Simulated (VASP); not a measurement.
Input of a VASP 6.6.1 run:

The input INCAR:

```
ALGO     = Fast           # electronic algorithm
EDIFF    = 1E-6           # SCF threshold, eV
ENCUT    = 450            # plane-wave cutoff, eV
GGA      = PE             # functional
ISIF     = 2              # what is computed and relaxed
ISMEAR   = 0              # smearing method
LASPH    = T              # aspherical terms in the spheres
LCHARG   = F              # write CHGCAR
LREAL    = F              # projectors in reciprocal space
LWAVE    = F              # write WAVECAR
NELM     = 100            # most SCF steps
PREC     = Accurate       # precision mode
SIGMA    = 0.02           # smearing width, eV
```

The input KPOINTS:

```
k-points
0
Gamma
  4 4 2
```

POSCAR

```
CdS
1.0
    4.1500000000      0.0000000000      0.0000000000
   -2.0750000000      3.5940054257      0.0000000000
    0.0000000000      0.0000000000      6.7370000000
Cd S
2 2
Direct
    0.6666666667      0.3333333333      0.5000000000
    0.3333333333      0.6666666667      0.0000000000
    0.6666666667      0.3333333333      0.8750000000
    0.3333333333      0.6666666667      0.3750000000
```

Potentials or basis: VASP PAW PBE potentials, release 64 (Cd_GW, S_GW).

The run is started by

```sh
$ cat potpaw_PBE.64/Cd_GW/POTCAR potpaw_PBE.64/S_GW/POTCAR > POTCAR
$ mpirun -np 1 vasp_std > vasp.out
```

(1) Predict the band gap on the k mesh.

(2) Estimate the largest force.

(3) Estimate the pressure.

Results:

(1) 1.19 eV, direct.

(2) 0.054 eV/Å.

(3) 2.1 GPa.

Caveat: the k mesh is coarse (spacing up to 0.47 Å⁻¹), so the values aren't converged.
